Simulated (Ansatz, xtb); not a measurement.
# Loss of CH4: C5H12 → C4H8 + CH4

Species: C5H12 `CCC(C)C`, singlet; C4H8 (1-butene) `C=CCC`, singlet; CH4 (methane) `C`, singlet. 

Shapes, held fixed at every level: PBE0-D4/def2-TZVP. Flexible molecules stand in one conformer, not always the lowest. Programs: Ansatz 0.2.0, xtb 6.7.1, xtb 6.7.1 later snapshot. Electronic energies: no zero-point or thermal term.

**Question.** Estimate ΔE of this reaction.

**Answer.** The highest level, CCSD(T)/CBS estimate, gives ΔE = +93.1 kJ/mol; the levels span +62.4 to +129.6. The column of differences is taken from that level and isn't an error. No measured value is set beside it here. The CBS estimate extrapolates MP2 from def2-TZVPP and def2-QZVPP and adds CCSD(T) − MP2 in the triple-zeta set, cores frozen.

```
                level                    kind  ΔE (kJ/mol)  less CCSD(T)/CBS estimate
             GFN2-xTB          semi-empirical       +129.6                      +36.5
          HF/def2-SVP            Hartree–Fock        +76.0                      -17.1
        HF/def2-TZVPP            Hartree–Fock        +62.4                      -30.7
  B3LYP-D4/def2-TZVPP           global hybrid        +80.0                      -13.1
r2SCAN0-D4/def2-TZVPP           global hybrid       +104.2                      +11.1
   wB97M-V/def2-TZVPP  range-separated hybrid        +95.1                       +2.0
    B2PLYP/def2-TZVPP           double hybrid        +78.0                      -15.1
       MP2/def2-TZVPP     perturbation theory       +101.5                       +8.4
 CCSD(T)/CBS estimate   coupled cluster or CI        +93.1                        0.0
```
